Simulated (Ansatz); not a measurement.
CaS at -1.8 GPa: from Born charge to LO–TO splitting and polaron coupling

Computed with DFT LDA, scalar-relativistic, plane waves, PAW in Ansatz 0.2.0. Cutoff 420 eV, 8×8×8 k-points (Γ-centred), fixed occupations. No spin polarisation. Phonons by linear response, acoustic sum rule imposed.

The cell is fixed (symmetry leaves no force on the atoms) and stands under -1.8 GPa:
```cif
data_structure
_symmetry_space_group_name_H-M 'Fm-3m'
_symmetry_Int_Tables_number 225
_cell_length_a 5.6162
_cell_length_b 5.6162
_cell_length_c 5.6162
_cell_angle_alpha 90.000
_cell_angle_beta 90.000
_cell_angle_gamma 90.000
_cell_volume 177.14
loop_
_atom_site_label
_atom_site_type_symbol
_atom_site_symmetry_multiplicity
_atom_site_Wyckoff_symbol
_atom_site_fract_x
_atom_site_fract_y
_atom_site_fract_z
_atom_site_occupancy
Ca1 Ca 4 a 0.00000 0.00000 0.00000 1
S1 S 4 b 0.50000 0.00000 0.00000 1
```

The cell is the ideal cubic rocksalt prototype.

Linear response gives ν_TO = 228.2 cm⁻¹, Born charges ±2.357 e (positive on Ca) and ε∞ = 5.312. The primitive cell holds 44.286 Å³, and the masses are 40.078 and 32.060 amu.

Question: Find ν_LO and the static dielectric constant.

Answer: The long-wave field adds a restoring force: ω_LO² − ω_TO² = Z*²e²/(ε_vac ε∞ μV). In these units ν_LO² − ν_TO² = 4.92064×10⁷ Z*²/(μ V ε∞) cm⁻², with μ = m₁m₂/(m₁ + m₂) = 17.812 amu: 65212 cm⁻². So ν_LO = √(228.2² + 65212) = 342.5 cm⁻¹, and the run gives 342.5. Lyddane–Sachs–Teller then gives ε0 = ε∞ (ν_LO/ν_TO)² = 11.96, against 11.96 in the run (it forms both from the same three quantities, so the match checks the arithmetic only). Between ν_TO and ν_LO the dielectric function is negative and an undamped crystal reflects fully: a reststrahlen band from 29.2 to 43.8 μm.

Question: What do the Clausius–Mossotti polarisability and the Szigeti charge come to?

Answer: With the Lorentz local field, α = (3V/4π)(ε∞ − 1)/(ε∞ + 2) = 6.23 Å³ for the pair, and e_S = 3Z*/(ε∞ + 2) = 0.97 e. The Born charge includes the electrons' response to the dipole's own local field, and e_S takes that enhancement out. The Lorentz field assumes point-like polarisable ions, a poor picture once ε∞ is this large, since the electron clouds then overlap or are shared, so both numbers are formal here.

Question: How strongly does a slow electron couple to the LO mode?

Answer: For one isotropic parabolic band, Fröhlich's constant is α_F = (1/ε∞ − 1/ε0) √(m* Ry/ħω_LO), with Ry = 13.606 eV, ħω_LO = 42.5 meV and m* in free-electron masses: α_F = 0.1047 × 17.90 × √m* = 1.87 √m*. The band mass isn't part of this run; for m* = 0.1, 0.3 and 1 it gives 0.59, 1.03, 1.87. In weak coupling the polaron lies α_F ħω_LO below the band edge (44 meV at m* = 0.3) with a mass m*(1 + α_F/6); past α_F of about 5 or 6 that expansion fails. A semilocal functional's ε∞ tends to be too large, which taken alone lowers α_F.

Cost: 1 run of about 0.46 core-minutes, on Arm Neoverse V2 (shared hosts).